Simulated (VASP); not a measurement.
# Ti (P6_3/mmc) in VASP: a series of runs

The runs below take Ti through relaxation of cell and atoms, with PBEsol.

Program: VASP 6.6.1. These are calculated values, not measurements. Logs are shortened: lines on timing, memory, paths and dates and some standing lists are left out, and cuts for length are marked.

## 1. The structure

The structure is hexagonal, space group P6_3/mmc (No. 194). Conventional cell: a = 2.950 Å, b = 2.950 Å, c = 4.680 Å, α = 90.00°, β = 90.00°, γ = 120.00°. Ti (site symmetry -6m2) has 12 Ti at 2.89 to 2.95 Å as nearest neighbours.

## 2. Relaxation of cell and atoms, PBEsol

Contents of INCAR:

```
SYSTEM = Ti
PREC = Accurate
ENCUT = 600
EDIFF = 1E-6
ISMEAR = 1
SIGMA = 0.1
LREAL = .FALSE.
LASPH = .TRUE.
NELM = 80
ALGO = Normal
ISIF = 3
LWAVE = .FALSE.
LCHARG = .FALSE.
GGA = PS
IBRION = 2
NSW = 90
EDIFFG = -0.01
```

Contents of KPOINTS:

```
Automatic mesh
0
G
  15 15 8
  0 0 0
```

Contents of POSCAR:

```
Ti
1.0
    2.9500000000      0.0000000000      0.0000000000
   -1.4750000000      2.5547749400      0.0000000000
    0.0000000000      0.0000000000      4.6800000000
Ti
2
Direct
    0.3333333300      0.6666666700      0.2500000000
    0.6666666700      0.3333333300      0.7500000000
```

Potentials or basis: VASP PAW PBE potentials, release 64 (Ti_sv).

Command:

```sh
> cat potpaw_PBE.64/Ti_sv/POTCAR > POTCAR
> mpirun -np 1 vasp_std > vasp.out
```

OUTCAR:

```text
SYSTEM = Ti
   PREC = Accurate
   ENCUT = 600
   EDIFF = 1E-6
   ISMEAR = 1
   LREAL = .FALSE.
   LASPH = .TRUE.
   NELM = 80
   ISIF = 3
   GGA = PS
   IBRION = 2
   NSW = 90
   EDIFFG = -0.01

 ion  position               nearest neighbor table
   1  0.333  0.667  0.250-   2 2.89   2 2.89   2 2.89   2 2.89   2 2.89   2 2.89
   2  0.667  0.333  0.750-   1 2.89   1 2.89   1 2.89   1 2.89   1 2.89   1 2.89

  LATTYP: Found a hexagonal cell.
 ALAT       =     2.9500000000
 C/A-ratio  =     1.5864406780

  Lattice vectors:

 A1 = (   2.9500000000,   0.0000000000,   0.0000000000)
 A2 = (  -1.4750000000,   2.5547749400,   0.0000000000)
 A3 = (   0.0000000000,   0.0000000000,   4.6800000000)

Analysis of symmetry for initial positions (statically):
=====================================================================
 Subroutine PRICEL returns:
 Original cell was already a primitive cell.

 Routine SETGRP: Setting up the symmetry group for a
 hexagonal supercell.

 Subroutine GETGRP returns: Found 24 space group operations
 (whereof 12 operations were pure point group operations)
 out of a pool of 24 trial point group operations.

The static configuration has the point symmetry D_3d.
 The point group associated with its full space group is D_6h.

Analysis of symmetry for dynamics (positions and initial velocities):
=====================================================================
 Subroutine PRICEL returns:
 Original cell was already a primitive cell.

 Routine SETGRP: Setting up the symmetry group for a
 hexagonal supercell.

 Subroutine GETGRP returns: Found 24 space group operations
 (whereof 12 operations were pure point group operations)
 out of a pool of 24 trial point group operations.

The dynamic configuration has the point symmetry D_3d.
 The point group associated with its full space group is D_6h.

 Subroutine INISYM returns: Found 24 space group operations
 (whereof 12 operations are pure point group operations),
 and found     1 'primitive' translations

----------------------------------------------------------------------------------------

                                     Primitive cell

  volume of cell :      35.2712

  direct lattice vectors                    reciprocal lattice vectors
     2.950000000  0.000000000  0.000000000     0.338983051  0.195711956  0.000000000
[... 97 lines left out ...]
   NELECT =      24.0000    total number of electrons
   NUPDOWN=      -1.0000    fix difference up-down
   EMIN   =  10.00;   EMAX   =-10.00  energy-range for DOS
   EFERMI =   0.00;   METHOD = LEGACY
   ISMEAR =     1;   SIGMA  =   0.10  broadening in eV -4-tet -1-fermi 0-gaus
   EFERMI_NEDOS =   21; number of points for ismear=-14 and -15
   IALGO  =     38    algorithm
   IMIX   =      4    mixing-type and parameters
     AMIX     =   0.40;   BMIX     =  1.00
     AMIX_MAG =   1.60;   BMIX_MAG =  1.00
  volume/ion in A,a.u.               =      17.64       119.01
  Fermi-wavevector in a.u.,A,eV,Ry     =   1.439920  2.721055 28.209912  2.073370
  Thomas-Fermi vector in A             =   2.558722
   LORBIT       =      0    0 simple, 1 ext, 2 COOP (PROOUT), +10 PAW based schemes
   GGA     = PS    functional components
   LHFCALC =     F    Hartree Fock is set to
   AEXX    =    0.0000 exact exchange contribution
   IVDW    =     0    specifies the selected vdW correction
   LEPSILON=     F    determine dielectric tensor
   LRPA    =     F    only Hartree local field effects (RPA)
 conjugate gradient relaxation of ions
 non-spin polarized calculation
 Methfessel and Paxton  Order N= 1 SIGMA  =   0.10
  energy-cutoff  :      600.00
  volume of cell :       35.27
 maximum number of plane-waves:      1194
 NGX is ok and might be reduce to    24
   NGX = 11   NGY = 11   NGZ = 19

--------------------------------------- Ionic step        1  -------------------------------------------

 number of electron      23.9999997 magnetization

 Free energy of the ion-electron system (eV)
  ---------------------------------------------------
  ext. energy  EPLUGINS =         0.00000000
  ---------------------------------------------------
  free energy    TOTEN  =       -16.64196214 eV

  energy without entropy =      -16.64259727  energy(sigma->0) =      -16.64217385

------------------------ aborting loop because EDIFF is reached ----------------------------------------

  FORCE on cell =-STRESS in cart. coord.  units (eV):
  Direction    XX          YY          ZZ          XY          YZ          ZX
  --------------------------------------------------------------------------------------
  -------------------------------------------------------------------------------------
  Total       -1.2749911     -1.2749911     -1.3672494      0.0000000      0.0000000      0.0000000
  in kB      -57.9158196    -57.9158195    -62.1066073      0.0000000      0.0000000      0.0000000
  external PRESSURE =     -59.3127488 kB  Pullay stress =       0.0000000 kB
[... 203 lines left out ...]
--------------------------------------- Ionic step        7  -------------------------------------------

 number of electron      23.9999997 magnetization

 Free energy of the ion-electron system (eV)
  ---------------------------------------------------
  ext. energy  EPLUGINS =         0.00000000
  ---------------------------------------------------
  free energy    TOTEN  =       -16.67906822 eV

  energy without entropy =      -16.67944919  energy(sigma->0) =      -16.67919521

 E-fermi :   8.6524     XC(G=0): -11.8286

 val. band max:        8.6522534184   @ k =   0.0000   0.0000   0.3750
 cond. band min:       8.6572188953   @ k =   0.0667   0.0000   0.2500
 fundamental gap:      0.0049654769
 Fermi energy:         8.6523783237

 k-point     1 :       0.0000    0.0000    0.0000
  band No.  band energies     occupation
      1     -47.9283      2.00000
      2     -47.7612      2.00000
      3     -24.6789      2.00000
      4     -23.9335      2.00000
      5     -23.9335      2.00000
      6     -23.8540      2.00000
[... 433 lines left out ...]
      3     -24.4184      2.00000
      4     -24.2770      2.00000
      5     -24.2677      2.00000
      6     -24.1917      2.00000
[... 8 lines left out ...]
     15      10.0511     -0.00000
     16      11.8519      0.00000

 [... further k-points ...]

------------------------ aborting loop because EDIFF is reached ----------------------------------------

  FORCE on cell =-STRESS in cart. coord.  units (eV):
  Direction    XX          YY          ZZ          XY          YZ          ZX
  --------------------------------------------------------------------------------------
  -------------------------------------------------------------------------------------
  Total       -0.0131214     -0.0131214      0.0037248      0.0000000      0.0000000      0.0000000
  in kB       -0.6300013     -0.6300013      0.1788391      0.0000000      0.0000000      0.0000000
  external PRESSURE =      -0.3603879 kB  Pullay stress =       0.0000000 kB
[... 17 lines left out ...]
  FREE ENERGIE OF THE ION-ELECTRON SYSTEM (eV)
  ---------------------------------------------------
  free  energy   TOTEN  =       -16.6790682179 eV

  energy  without entropy=      -16.6794491936  energy(sigma->0) =      -16.67919521

 reached required accuracy - stopping structural energy minimisation
```

OSZICAR:

```text
N       E                     dE             d eps       ncg     rms          rms(c)
DAV:   1     0.258451315728E+03    0.25845E+03   -0.14812E+04  4320   0.204E+03
DAV:   2     0.982646772794E+01   -0.24862E+03   -0.24722E+03  4448   0.517E+02
DAV:   3    -0.178093662140E+02   -0.27636E+02   -0.27489E+02  8528   0.140E+02
[... 65 lines left out ...]
DAV:   3    -0.166790547101E+02    0.15440E-03   -0.10902E-03  7168   0.314E-01    0.417E-02
DAV:   4    -0.166790579788E+02   -0.32687E-05   -0.10675E-04  5200   0.132E-01    0.170E-02
DAV:   5    -0.166790659614E+02   -0.79825E-05   -0.25602E-05  6976   0.418E-02    0.131E-02
DAV:   6    -0.166790679842E+02   -0.20228E-05   -0.54520E-06  4176   0.285E-02    0.251E-03
DAV:   7    -0.166790682179E+02   -0.23368E-06   -0.61336E-07  2368   0.915E-03
   7 F= -.16679068E+02 E0= -.16679195E+02  d E =-.307479E-04
```

Run time: 2.3 min. Hardware: 1 thread of Intel Xeon 6975P-C (Granite Rapids), shared host; peak memory 0.22 GiB.

What came out:

```
Free energy                            : -16.6791 eV
Relaxed volume                         : 16.68 Å³/atom
Relaxed cell                           : a = 2.902 Å, b = 2.902 Å, c = 4.575 Å, α = 90.00°, β = 90.00°, γ = 120.00°
Space group after relaxing (to 0.05 Å) : P6_3/mmc (No. 194)
Energy gained by relaxing              : 18.6 meV/atom
Ionic steps                            : 7
Pressure after relaxing                : 0.0 GPa
Band gap on the k mesh                 : none (metal or under the smearing width)
```

Stress tensor (GPa, compression positive):
```
-0.06  0.00  0.00
 0.00 -0.06  0.00
 0.00  0.00  0.02
```

The path:
```csv
step,energy change (eV),largest force (eV/Å),pressure (GPa),volume (Å³)
1,0.0000,0.0000,-5.93,35.27
2,-0.0166,0.0000,5.09,32.04
3,-0.0370,0.0000,-0.01,33.37
4,-0.0370,0.0000,0.11,33.33
5,-0.0371,0.0000,-0.02,33.38
6,-0.0371,0.0000,-0.15,33.41
7,-0.0371,0.0000,-0.04,33.37
```

Final structure:
```
Ti
1.0
     2.90210    0.00000    0.00000
    -1.45105    2.51329    0.00000
     0.00000    0.00000    4.57501
Ti
2
Direct
  0.33333 0.66667 0.25000
  0.66667 0.33333 0.75000
```

Levels at points of the mesh, in eV from the Fermi level:
```tsv
k point	band 8	band 9	band 10	band 11	band 12	band 13	band 14	band 15	band 16
(0.00, 0.00, 0.00)	-32.47	-6.32	-2.81	0.78	0.78	0.92	0.93	1.31	1.31
(0.00, 0.00, 0.50)	-32.53	-4.39	-4.39	0.09	0.09	0.67	0.67	0.67	0.67
```

Caveat: the PAW data sets were made with another functional, which shifts forces and pressure a little.

[end of part 1 of 2]
